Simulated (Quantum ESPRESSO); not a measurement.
## MgB2 under changes of volume

One of the cells (9.679 Å³/atom); the others are scaled copies at fixed shape and fractional positions:

```
Mg B
1.0
     3.08500    0.00000    0.00000
    -1.54250    2.67169    0.00000
     0.00000    0.00000    3.52300
Mg B
1 2
Cartesian
  0.0000 0.0000 0.0000
  1.5425 0.8906 1.7615
  0.0000 1.7811 1.7615
```

```yaml
Program: Quantum ESPRESSO 7.5
Functional: r2SCAN
Potentials_or_basis: SG15 PBE 1.2
Cutoff: 952 eV
Density_cutoff: 3810 eV
k_mesh: 8 × 8 × 6
Occupations: fermi-dirac, width 0.05 eV
Spin: no spin polarisation
```

| volume (Å³/atom) | energy over the lowest point (meV/atom) | pressure (GPa) |
| --- | --- | --- |
| 9.098 | ? | ? |
| 9.292 | 3.40 | 4.2 |
| 9.485 | 0.00 | 0.8 |
| 9.679 | 0.52 | -2.3 |
| 9.873 | 4.61 | -5.1 |
| 10.066 | 11.96 | -7.7 |
| 10.260 | 22.28 | -10.0 |

Problem. What does the run at 9.098 Å³/atom give?

Solution. Energy over the lowest point 11.13 meV/atom; pressure 7.9 GPa.

Worked out: A Birch-Murnaghan fit of order 3 (a polynomial in V^(-2/3)) to the other rows has its minimum at 9.55 Å³/atom with B0 = V·E''(V) = 155 GPa and B' = 3.7 at fixed shape and positions, which overstates the stiffness. It gives 11.15 meV/atom at 9.098 Å³/atom, against the run's 11.13, and -dE/dV = 8.3 GPa, against 7.9.

Energies are extrapolated to zero smearing.

Caveats: the potentials were made for another functional, which shifts forces and pressure.
